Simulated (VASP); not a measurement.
Write the native input for VASP 6.6.1 that does the following.

```yaml
Task: single point
Functional: r2SCAN
Potentials_or_basis: VASP PAW PBE potentials, release 64 (Fe)
Cutoff: 520 eV
k_mesh: 14 × 14 × 14
Occupations: fermi-dirac, width 0.1 eV
Spin: collinear spin, typed start
Starting_moments: "[3.0] μB"
Dipole_correction: no
Further_INCAR_settings: ALGO = Normal; EDIFF = 1e-07; NBANDS = 14
```

The system is Fe.

```
CELL_PARAMETERS angstrom
0.00000 1.94174 1.96511
1.49844 0.00000 1.96511
1.49844 1.94174 0.00000
ATOMIC_POSITIONS crystal
Fe 0.00000 0.00000 0.00000
```

These files were run (other wordings do the same):

POSCAR

```
Fe
1.0
    0.0000000000      1.9417396906      1.9651051623
    1.4984397099      0.0000000000      1.9651051623
    1.4984397099      1.9417396906      0.0000000000
Fe
1
Direct
    0.0000000000      0.0000000000      0.0000000000
```

INCAR.step1

```
SYSTEM = Fe
PREC = Accurate ; ENCUT = 520
ISMEAR = -1 ; SIGMA = 0.1
LREAL = .False. ; LASPH = .True.
NELM = 150 ; ISPIN = 2
MAGMOM = 3 ; LMAXMIX = 4
NBANDS = 14 ; GGA = PE
ALGO = Normal ; EDIFF = 1E-4
LWAVE = .True. ; LCHARG = .False.
```

INCAR.step2

```
SYSTEM = Fe
PREC = Accurate ; ENCUT = 520
EDIFF = 1E-7 ; ISMEAR = -1
SIGMA = 0.1 ; LREAL = .False.
LASPH = .True. ; NELM = 150
ALGO = Normal ; ISIF = 2
LWAVE = .False. ; LCHARG = .False.
ISPIN = 2 ; MAGMOM = 3
LORBIT = 11 ; LMAXMIX = 4
METAGGA = R2SCAN ; LMIXTAU = .True.
NBANDS = 14 ; ISTART = 1
```

KPOINTS

```
regular mesh
0
Gamma
  14 14 14
  0 0 0
```

Potentials or basis: VASP PAW PBE potentials, release 64 (Fe).

The run is started by

```console
$ cat potpaw_PBE.64/Fe/POTCAR > POTCAR
$ cp INCAR.step1 INCAR
$ mpirun -np 1 vasp_std > vasp.out
$ cp INCAR.step2 INCAR
$ mpirun -np 1 vasp_std > vasp.out
```

It gave:

```yaml
Pressure: 4.7 GPa
Band_gap_on_the_k_mesh: none (metal or under the smearing width)
Net_moment: 2.59 μB per cell
Site_moments: Fe +2.65 μB
Valence_electrons_inside_the_program's_atomic_spheres: Fe 7.26
```

Caveat: the PAW data sets were made with another functional, which shifts forces and pressure a little.

Wall time 2.7 min on 1 thread of Intel(R) Xeon(R) 6975P-C (Granite Rapids), with other jobs on the host, peak memory 0.22 GiB.
